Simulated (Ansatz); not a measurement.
# LiCl: the cell at several levels of theory

An exercise on one series of results from a longer session: the logs are not shown, and one member is left open.

Code: Ansatz 0.2.0. PAW datasets, plane waves, zero pressure. Computed at 0 K without zero-point motion; spin polarisation is off.

## The cell

Space group P6_3mc (No. 186), hexagonal; a = 3.925 Å, c = 6.357 Å in the conventional setting, 21.20 Å³ an atom. Li has 4 Cl at 2.40 Å; Cl has 4 Li at 2.40 Å.

As a file:

```
Li Cl
1.0
     3.92488    0.00000    0.00000
    -1.96244    3.39905    0.00000
     0.00000    0.00000    6.35716
Li Cl
2 2
Cartesian
  1.9624 1.1330 5.5690
  0.0000 2.2660 2.3904
  1.9624 1.1330 3.1721
  0.0000 2.2660 6.3507
```

The first run:

Contents of input.yaml:

```yaml
crystal:
  lattice:
    - [3.9248822083, 0.0, 0.0]
    - [-1.9624411042, 3.3990476993, 0.0]
    - [0.0, 0.0, 6.357161]
  atoms:
    - { symbol: Li, position: [0.66666667, 0.33333333, 0.876017] }
    - { symbol: Li, position: [0.33333333, 0.66666667, 0.376017] }
    - { symbol: Cl, position: [0.66666667, 0.33333333, 0.498984] }
    - { symbol: Cl, position: [0.33333333, 0.66666667, 0.998984] }
kpoints:
  mp_grid: { grid: [12, 12, 4] }
hamiltonian:
  xc: pbe
scf:
  occupations: { method: fermi_dirac, width: 0.02 }
relax:
  f_tol: 0.005
  cell: {}
```

On the command line:

```sh
$ ansatz run input.yaml --threads 2 --pin off --max-ram 2211MiB --backend cpu --events-out ev --progress --plain --runs-dir out
```

Steps of the session up to this table: Relaxation with PBE; Relaxing with r2SCAN; PBEsol: cell and atoms; LDA: cell and atoms; Relaxation with HSE06.

One of the session's tables, all rows but one given; the rest of the session is left out.

It belongs to the step «The cells side by side». 

| level | a (Å) | c (Å) | volume (Å³/atom) |
| --- | --- | --- | --- |
| PBE | 3.925 | 6.289 | 20.982 |
| r2SCAN | 3.894 | 6.226 | 20.436 |
| PBEsol | 3.879 | 6.178 | 20.125 |
| LDA | 3.799 | 6.038 | 18.871 |
| HSE06 | ? | ? | ? |

Estimate the missing values for HSE06.

As computed: a (Å): 3.902; c (Å): 6.244; volume (Å³/atom): 20.587. In the column «a (Å)» it lies between r2SCAN (3.894) and PBE (3.925).

In words: From the start to the first minimum the volume moved by -1.0 %. The volume runs from LDA (least) to PBE (most), a spread of 11.2 %, or 3.6 % in length if all axes shared it alike. The meshes differ: PBE 12×12×4, r2SCAN 12×12×4, PBEsol 12×12×4, LDA 12×12×4, HSE06 6×6×4.
